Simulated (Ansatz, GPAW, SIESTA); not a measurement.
## Si: programs and potentials compared

```xyz
1
Lattice="2.6205 0.0000 0.0000 -1.3103 2.2695 0.0000 0.0000 0.0000 2.4664" Properties=species:S:1:pos:R:3 pbc="T T T"
Si    0.0000    0.0000    0.0000
```

This isn't the form of Si at room conditions, which is diamond.

Alike in all runs: task band structure; functional LDA; k mesh 12 × 12 × 11; occupations fermi-dirac, width 0.05 eV; no spin polarisation; no spin-orbit coupling. LDA stands for any of its common fits. Pressure is positive in compression and, in plane waves, holds the error of the finite cutoff, which Ansatz's Pulay term estimates and takes out.

```json
{"program and potentials": "Ansatz, Ansatz PAW", "plane-wave cutoff (eV)": "420", "notes": "potentials made for PBE, which Ansatz adapts in part; Pulay term of +0.04 GPa included", "pressure (GPa)": "-1.03"}
{"program and potentials": "SIESTA, files PseudoDojo sr-lda-0.4.1-standard, DZP (energy shift 0.003 Ry)", "plane-wave cutoff (eV)": "-", "notes": "atomic basis", "pressure (GPa)": "-0.47"}
{"program and potentials": "Ansatz, all-electron LAPW, scalar-relativistic", "plane-wave cutoff (eV)": "-", "notes": "-", "pressure (GPa)": "-1.02"}
{"program and potentials": "GPAW, the program's PAW data sets (release 1.2.1) made for this functional", "plane-wave cutoff (eV)": "600", "notes": "-", "pressure (GPa)": "-0.53"}
```

The pressure spans -1.03 (Ansatz, Ansatz PAW) to -0.47 GPa (SIESTA, files PseudoDojo sr-lda-0.4.1-standard, DZP (energy shift 0.003 Ry)), with all-electron results at -1.02. Rows in atomic bases carry the error of their basis and grid, which can be large.

The functional is the same throughout but for its coding, so the spread measures potentials, basis and numerics; runs on potential files found faulty are left out.
